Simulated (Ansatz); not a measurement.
# Two-dimensional strain map in ZnCu

These are results of DFT PBE, scalar-relativistic, plane waves, PAW (Ansatz), not measurements. Cutoff 420 eV, Γ-centred 16×16×16 k-points, Gaussian smearing of 0.15 eV. No spin polarisation. Energies are free energies at this smearing, counted from the undisturbed cell; pressure is positive in compression.

Reference structure (as given, not relaxed at this level; it stands at 2.3 GPa, and it needn't be the usual structure):

```
CELL_PARAMETERS angstrom
2.94500 0.00000 0.00000
0.00000 2.94500 0.00000
0.00000 0.00000 2.94500
ATOMIC_POSITIONS crystal
Zn 0.50000 0.50000 0.50000
Cu 0.00000 0.00000 0.00000
```

The cell is strained by p along both x and y and by q along z, fractional coordinates fixed. Points are written (p, q).

Energy above the undisturbed cell in meV/atom (a dash: not computed):

```csv
p \ q,-0.050,-0.025,0.000,0.025,0.050
-0.050,164.4,115.2,76.7,47.6,25.9
-0.025,75.5,44.7,22.6,8.4,1.0
0.000,23.7,7.9,0.0,-1.6,2.3
0.025,2.7,-1.4,2.3,11.5,25.1
0.050,6.2,12.0,24.7,42.8,64.5
```

Pressure in GPa:

```
 p \ q  -0.050  -0.025  0.000  0.025  0.050
-0.050    30.6    24.4   18.9   14.2   10.1
-0.025    18.8    13.8    9.5    5.8    2.6
 0.000     9.7     5.7    2.3   -0.6   -3.1
 0.025     2.7    -0.5   -3.2   -5.5   -7.4
 0.050    -2.6    -5.2   -7.3   -9.1  -10.6
```